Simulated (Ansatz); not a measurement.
ZrS2 (CdI2 type), relaxed with r2SCAN+rVV10: space group P-3m1 (No. 164), trigonal; conventional cell a = 3.674 Å, c = 5.857 Å, 22.83 Å³ an atom. Zr has 6 S at 2.57 Å; S has 3 Zr at 2.57 Å. One-shot G0W0@PBE in the PAW code Ansatz on a 6×6×2 mesh (contour deformation, no spin-orbit coupling), from a PBE gap of 0.879 eV over the mesh points (the G0W0 gap is indirect on the mesh); the number N of bands summed and the screening cutoff rise together. No spin polarisation and no zero-point or thermal motion.

```
  N  cutoff (eV)  1000/N  G0W0 gap (eV)
123           80   8.130          1.672
269          140   3.717          1.754
```

Question: Lay a straight line in 1000/N through these rows.

Answer: The slope is -0.0186 eV per unit of 1000/N and the intercept 1.823 eV.

Question: Predict the gap at N = 485 (210 eV).

Answer: 1.823 + (-0.0186) × 2.062 = 1.785 eV; the run gives 1.791 eV, +0.006 eV from the line.

Question: With that run's result added, what limit do the last two rows suggest?

Answer: Their slope is (1.791 − 1.754)/(2.062 − 3.717) = -0.0224, which meets 1/N = 0 at 1.84 eV, against 1.823 eV from the first line. The slope steepens, so 1/N isn't yet asymptotic and the true limit probably lies higher still; the k mesh isn't extrapolated.
